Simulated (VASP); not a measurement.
# Ag (Fm-3m) in VASP: settings compared

The runs below take Ag through atomic charges, single point, relaxation of cell and atoms, with AM05, PBE.

Everything below comes from runs of VASP 6.6.1. Logs are shortened: lines on timing, memory, paths and dates and some standing lists are left out, and cuts for length are marked.

## Step 1: The crystal as given

The structure is cubic, space group Fm-3m (No. 225). Conventional cell: a = 4.085 Å, b = 4.085 Å, c = 4.085 Å, α = 90.00°, β = 90.00°, γ = 90.00°. Ag (site symmetry m-3m) has 12 Ag at 2.89 Å as nearest neighbours.

## Step 2: Atomic charges, AM05, non-collinear spin, ferromagnetic start (volume scaled by 1.15)

File INCAR:

```
SYSTEM = Ag
PREC = Accurate
ENCUT = 520
EDIFF = 1E-6
ISMEAR = -1
SIGMA = 0.02
LREAL = .FALSE.
LASPH = .TRUE.
NELM = 80
ALGO = Normal
ISIF = 2
LWAVE = .FALSE.
LCHARG = .FALSE.
LNONCOLLINEAR = .TRUE.
MAGMOM = 0.5 0 0
LORBIT = 11
LMAXMIX = 4
GGA = AM
```

File KPOINTS:

```
regular mesh
0
G
  8 8 8
  0 0 0
```

File POSCAR:

```
Ag
1.0
    0.0000000000      2.1401678347      2.1401678347
    2.1401678347      0.0000000000      2.1401678347
    2.1401678347      2.1401678347      0.0000000000
Ag
1
Direct
    0.0000000000      0.0000000000      0.0000000000
```

Potentials or basis: VASP PAW PBE potentials, release 64 (Ag).

Command:

```
$ cat potpaw_PBE.64/Ag/POTCAR > POTCAR
$ mpirun -np 1 vasp_ncl > vasp.out
```

OUTCAR:

```text
SYSTEM = Ag
   PREC = Accurate
   ENCUT = 520
   EDIFF = 1E-6
   ISMEAR = -1
   LREAL = .FALSE.
   LASPH = .TRUE.
   NELM = 80
   ISIF = 2
   LNONCOLLINEAR = .TRUE.
   LORBIT = 11
   GGA = AM

 ion  position               nearest neighbor table
   1  0.000  0.000  0.000-

  LATTYP: Found a face centered cubic cell.
 ALAT       =     4.2803356694

  Lattice vectors:

 A1 = (   0.0000000000,   2.1401678347,   2.1401678347)
 A2 = (   2.1401678347,   0.0000000000,   2.1401678347)
 A3 = (   2.1401678347,   2.1401678347,   0.0000000000)

Analysis of symmetry for initial positions (statically):
=====================================================================
 Subroutine PRICEL returns:
 Original cell was already a primitive cell.

 Routine SETGRP: Setting up the symmetry group for a
 face centered cubic supercell.

 Subroutine GETGRP returns: Found 48 space group operations
 (whereof 48 operations were pure point group operations)
 out of a pool of 48 trial point group operations.

The static configuration has the point symmetry O_h .

Analysis of symmetry for dynamics (positions and initial velocities):
=====================================================================
 Subroutine PRICEL returns:
 Original cell was already a primitive cell.

 Routine SETGRP: Setting up the symmetry group for a
 face centered cubic supercell.

 Subroutine GETGRP returns: Found 48 space group operations
 (whereof 48 operations were pure point group operations)
 out of a pool of 48 trial point group operations.

The dynamic configuration has the point symmetry O_h .

Analysis of structural, dynamic, and magnetic symmetry:
=====================================================================
 Subroutine PRICEL returns:
 Original cell was already a primitive cell.

 Routine SETGRP: Setting up the symmetry group for a
 face centered cubic supercell.

 Subroutine GETGRP returns: Found  8 space group operations
 (whereof  8 operations were pure point group operations)
 out of a pool of 48 trial point group operations.

The overall configuration has the point symmetry C_4h.

 Subroutine INISYM returns: Found  8 space group operations
 (whereof  8 operations are pure point group operations),
 and found     1 'primitive' translations

----------------------------------------------------------------------------------------

                                     Primitive cell

  volume of cell :      19.6053

  direct lattice vectors                    reciprocal lattice vectors
     0.000000000  2.140167835  2.140167835    -0.233626537  0.233626537  0.233626537
     2.140167835  0.000000000  2.140167835     0.233626537 -0.233626537  0.233626537
     2.140167835  2.140167835  0.000000000     0.233626537  0.233626537 -0.233626537

  length of vectors
     3.026654378  3.026654378  3.026654378     0.404653032  0.404653032  0.404653032

  position of ions in fractional coordinates (direct lattice)
     0.000000000  0.000000000  0.000000000

  ion indices of the primitive-cell ions
   primitive index   ion index
                 1           1

----------------------------------------------------------------------------------------

 KPOINTS: regular mesh

Automatic generation of k-mesh.
 Grid dimensions read from file:
 generate k-points for:    8    8    8

 Generating k-lattice:

  Cartesian coordinates                     Fractional coordinates (reciprocal lattice)
    -0.029203317  0.029203317  0.029203317     0.125000000  0.000000000  0.000000000
     0.029203317 -0.029203317  0.029203317     0.000000000  0.125000000  0.000000000
     0.029203317  0.029203317 -0.029203317     0.000000000  0.000000000  0.125000000

  Length of vectors
     0.050581629  0.050581629  0.050581629

  Shift w.r.t. Gamma in fractional coordinates (k-lattice)
     0.000000000  0.000000000  0.000000000

 Subroutine IBZKPT returns following result:
 ===========================================

 Found     78 irreducible k-points:

 Following reciprocal coordinates:
            Coordinates               Weight
  0.000000  0.000000  0.000000      1.000000
  0.125000  0.000000  0.000000      8.000000
  0.250000  0.000000  0.000000      8.000000
  0.375000  0.000000  0.000000      8.000000
  0.500000  0.000000  0.000000      4.000000
  0.125000  0.125000  0.000000      4.000000
[... 16 lines left out ...]
 -0.125000  0.125000  0.000000      8.000000
  0.000000 -0.125000  0.125000      4.000000
 [... further k-points ...]
   k-points           NKPTS =     78   k-points in BZ     NKDIM =     78   number of bands    NBANDS=     18
   number of dos      NEDOS =    301   number of ions     NIONS =      1
   total plane-waves  NPLWV =  13824
   dimension x,y,z NGX =    24 NGY =   24 NGZ =   24
   dimension x,y,z NGXF=    48 NGYF=   48 NGZF=   48
   ions per type =               1
   NGX,Y,Z   is equivalent  to a cutoff of  13.18, 13.18, 13.18 a.u.
   NGXF,Y,Z  is equivalent  to a cutoff of  26.37, 26.37, 26.37 a.u.
 SYSTEM =  Ag
   PREC   = accura    normal or accurate (medium, high low for compatibility)
   ISTART =      0    job   : 0-new  1-cont  2-samecut
   ICHARG =      2    charge: 1-file 2-atom 10-const
   ISPIN  =      1    spin polarized calculation?
   LNONCOLLINEAR =      T non collinear calculations
   LSORBIT =      F    spin-orbit coupling
   LASPH  =      T    aspherical Exc in radial PAW
   ENCUT  =  520.0 eV  38.22 Ry    6.18 a.u.   5.63  5.63  5.63*2*pi/ulx,y,z
   NELM   =     80;   NELMIN=  2; NELMDL= -5     # of ELM steps
   EDIFF  = 0.1E-05   stopping-criterion for ELM
   LREAL  =      F    real-space projection
   EDIFFG = 0.1E-04   stopping-criterion for IOM
   NSW    =      0    number of steps for IOM
   IBRION =     -1    ionic relax: 0-MD 1-quasi-New 2-CG
   NFREE  =      0    steps in history (QN), initial steepest desc. (CG)
   ISIF   =      2    stress and relaxation
   ISYM   =      2    0-nonsym 1-usesym 2-fastsym
   POTIM  = 0.5000    time-step for ionic-motion
   TEBEG  =    0.0;   TEEND  =   0.0 temperature during run
   PSTRESS=    0.0 pullay stress
   NELECT =      11.0000    total number of electrons
   NUPDOWN=      -1.0000    fix difference up-down
   EMIN   =  10.00;   EMAX   =-10.00  energy-range for DOS
   EFERMI =   0.00;   METHOD = LEGACY
   ISMEAR =    -1;   SIGMA  =   0.02  broadening in eV -4-tet -1-fermi 0-gaus
   EFERMI_NEDOS =   21; number of points for ismear=-14 and -15
   IALGO  =     38    algorithm
   IMIX   =      4    mixing-type and parameters
     AMIX     =   0.40;   BMIX     =  1.00
     AMIX_MAG =   1.60;   BMIX_MAG =  1.00
  volume/ion in A,a.u.               =      19.61       132.30
  Fermi-wavevector in a.u.,A,eV,Ry     =   1.350251  2.551605 24.805846  1.823178
  Thomas-Fermi vector in A             =   2.477771
   LORBIT       =     11    0 simple, 1 ext, 2 COOP (PROOUT), +10 PAW based schemes
   GGA     = AM    functional components
   LHFCALC =     F    Hartree Fock is set to
   AEXX    =    0.0000 exact exchange contribution
   IVDW    =     0    specifies the selected vdW correction
   LEPSILON=     F    determine dielectric tensor
   LRPA    =     F    only Hartree local field effects (RPA)
  energy-cutoff  :      520.00
  volume of cell :       19.61
 maximum number of plane-waves:      1088
 NGX is ok and might be reduce to    24
   NGX = 11   NGY = 11   NGZ = 11

 number of electron      10.9999998 magnetization      -0.0394315      0.0000000      0.0000000

 number of electron      10.9999998 magnetization      -0.0014132     -0.0000000     -0.0000000

 number of electron      10.9999998 magnetization       0.0017221      0.0000000      0.0000000

 number of electron      10.9999998 magnetization       0.0001475     -0.0000000     -0.0000000

 Free energy of the ion-electron system (eV)
  ---------------------------------------------------
  ext. energy  EPLUGINS =         0.00000000
  ---------------------------------------------------
  free energy    TOTEN  =        -2.85963673 eV

  energy without entropy =       -2.85875690  energy(sigma->0) =       -2.85919682

 E-fermi :   6.2052     XC(G=0): -11.5361

 val. band max:        6.1510851289   @ k =   0.1250  -0.3750  -0.1250
 cond. band min:       6.4012451516   @ k =   0.5000   0.0000   0.0000
 fundamental gap:      0.2501600227
 Fermi energy:         6.2052148799

 k-point     1 :       0.0000    0.0000    0.0000
  band No.  band energies     occupation
      1      -0.3533      1.00000
      2      -0.3531      1.00000
      3       2.1814      1.00000
      4       2.1814      1.00000
      5       2.1814      1.00000
      6       2.1815      1.00000
[... 10 lines left out ...]
     17      24.8768      0.00000
     18      24.8769      0.00000

 k-point     2 :       0.1250    0.0000    0.0000
  band No.  band energies     occupation
      1       0.0691      1.00000
      2       0.0693      1.00000
      3       2.1172      1.00000
      4       2.1173      1.00000
      5       2.2756      1.00000
      6       2.2756      1.00000
[... 10 lines left out ...]
     17      24.8247      0.00000
     18      24.8247      0.00000

 k-point     3 :       0.2500    0.0000    0.0000
  band No.  band energies     occupation
      1       0.8938      1.00000
      2       0.8939      1.00000
      3       2.3425      1.00000
      4       2.3425      1.00000
      5       2.3426      1.00000
      6       2.3426      1.00000
[... 412 lines left out ...]
 k-point    23 :      -0.1250    0.1250    0.0000
  band No.  band energies     occupation
      1       0.6979      1.00000
      2       0.6981      1.00000
      3       1.9723      1.00000
      4       1.9724      1.00000
      5       2.4064      1.00000
      6       2.4065      1.00000
[... 10 lines left out ...]
     17      24.5438      0.00000
     18      24.5440      0.00000

 k-point    24 :       0.0000   -0.1250    0.1250
  band No.  band energies     occupation
      1       0.6979      1.00000
      2       0.6981      1.00000
      3       1.9723      1.00000
      4       1.9724      1.00000
      5       2.4064      1.00000
      6       2.4065      1.00000
[... 10 lines left out ...]
     17      24.5438      0.00000
     18      24.5440      0.00000

 [... further k-points ...]

------------------------ aborting loop because EDIFF is reached ----------------------------------------

  FORCE on cell =-STRESS in cart. coord.  units (eV):
  Direction    XX          YY          ZZ          XY          YZ          ZX
  --------------------------------------------------------------------------------------
  -------------------------------------------------------------------------------------
  Total       -1.3448637     -1.3448639     -1.3448639      0.0000000     -0.0000000      0.0000000
  in kB     -109.9044703   -109.9044897   -109.9044897      0.0000000     -0.0000033      0.0000000
  external PRESSURE =    -109.9044832 kB  Pullay stress =       0.0000000 kB

 VOLUME and BASIS-vectors are now :
 -----------------------------------------------------------------------------
  energy-cutoff  :      520.00
  volume of cell :       19.61
      direct lattice vectors                 reciprocal lattice vectors
     0.000000000  2.140167835  2.140167835    -0.233626537  0.233626537  0.233626537
     2.140167835  0.000000000  2.140167835     0.233626537 -0.233626537  0.233626537
     2.140167835  2.140167835  0.000000000     0.233626537  0.233626537 -0.233626537

 POSITION                                       TOTAL-FORCE (eV/Angst)
 -----------------------------------------------------------------------------------
      0.00000      0.00000      0.00000         0.000000     -0.000000      0.000000
 -----------------------------------------------------------------------------------
    total drift:                               -0.000000      0.000000     -0.000000

  FREE ENERGIE OF THE ION-ELECTRON SYSTEM (eV)
  ---------------------------------------------------
  free  energy   TOTEN  =        -2.8596367335 eV

  energy  without entropy=       -2.8587569006  energy(sigma->0) =       -2.85919682

 total charge

# of ion       s       p       d       tot
------------------------------------------
    1        0.379   0.217   9.158   9.755

 magnetization (x)

# of ion       s       p       d       tot
------------------------------------------
    1        0.000   0.000   0.000   0.000

 magnetization (y)

# of ion       s       p       d       tot
------------------------------------------
    1        0.000   0.000   0.000   0.000

 magnetization (z)

# of ion       s       p       d       tot
------------------------------------------
    1        0.000   0.000   0.000   0.000
```

Run time: 41 s. Hardware: 1 thread of Intel Xeon Platinum 8259CL at 2.50GHz (Skylake/Cascade Lake), shared host; peak memory 0.21 GiB.

Results:

```yaml
Free_energy: -2.8596 eV
Pressure: -11.0 GPa
Band_gap_on_the_k_mesh: none (metal or under the smearing width)
Net_moment: 0.00 μB per cell
Valence_electrons_inside_the_program's_atomic_spheres: Ag 9.76
```

Moments on the atoms (μB; x, y, z):
```
Ag  0.00 0.00 0.00
```

Caveat: the PAW data sets were made with another functional, which shifts forces and pressure a little.

## Step 3: Single point, PBE

File INCAR:

```
SYSTEM = Ag
ALGO = Normal
EDIFF = 1E-6
ENCUT = 520
GGA = PE
ISIF = 2
ISMEAR = 0
LASPH = .TRUE.
LCHARG = .FALSE.
LREAL = .FALSE.
LWAVE = .FALSE.
NBANDS = 12
NELM = 60
PREC = Accurate
SIGMA = 0.023
```

File KPOINTS:

```
k-points
0
G
  11 11 11
  0 0 0
```

File POSCAR:

```
Ag
1.0
    0.0000000000      2.0427500000      2.0427500000
    2.0427500000      0.0000000000      2.0427500000
    2.0427500000      2.0427500000      0.0000000000
Ag
1
Direct
    0.0000000000      0.0000000000      0.0000000000
```

Potentials or basis: VASP PAW PBE potentials, release 64 (Ag).

Command:

```
$ cat potpaw_PBE.64/Ag/POTCAR > POTCAR
$ mpirun -np 1 vasp_std > vasp.out
```

It took 9.4 s on 1 thread of Intel Xeon Platinum 8375C at 2.90GHz (Ice Lake), shared host; peak memory 0.14 GiB.

It converged, with:

* Free energy: -2.7092 eV
* Pressure: 4.1 GPa
* Band gap on the k mesh: none (metal or under the smearing width)

Levels at points of the mesh, in eV from the Fermi level:
```csv
k point,band 4,band 5,band 6,band 7,band 8,band 9
"(0.00, 0.00, 0.00)",-5.09,-4.05,-4.05,15.76,19.34,19.34
```

[end of part 1 of 2]
